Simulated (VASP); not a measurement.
A run of VASP 6.6.1:

The input INCAR:

```
SYSTEM = Cu
  PREC = Accurate
  ENCUT = 900
  EDIFF = 1E-8
  ISMEAR = 1
  SIGMA = 0.1
  LREAL = .False.
  LASPH = .True.
  NELM = 100
  ALGO = Normal
  ISIF = 2
  LWAVE = .False.
  LCHARG = .False.
  GGA = PE
  NBANDS = 12
  ADDGRID = .False.
```

File KPOINTS:

```
regular mesh
0
Gamma
  19 19 19
  0 0 0
```

POSCAR

```
Cu
1.0
   -0.0335610000      1.7894160000      1.7776830000
    1.7981850000     -0.0227470000      1.7668690000
    1.8176490000      1.7980650000     -0.0422110000
Cu
1
Direct
    0.0167750000     -0.0332640000      0.0016970000
```

Potentials or basis: VASP PAW PBE potentials, release 64 (Cu).

Command:

```sh
$ cat potpaw_PBE.64/Cu/POTCAR > POTCAR
$ mpirun -np 1 vasp_std > vasp.out
```

Hardware: 1 thread of AMD EPYC 9R45 96-Core Processor (Zen 5), on a shared host.

Task: How long does it take, and how much memory?

Result: Wall time 10 min on 1 thread of AMD EPYC 9R45 96-Core Processor (Zen 5), with other jobs on the host, peak memory 1 GiB. Counts: scf iterations 12, k points 3430.
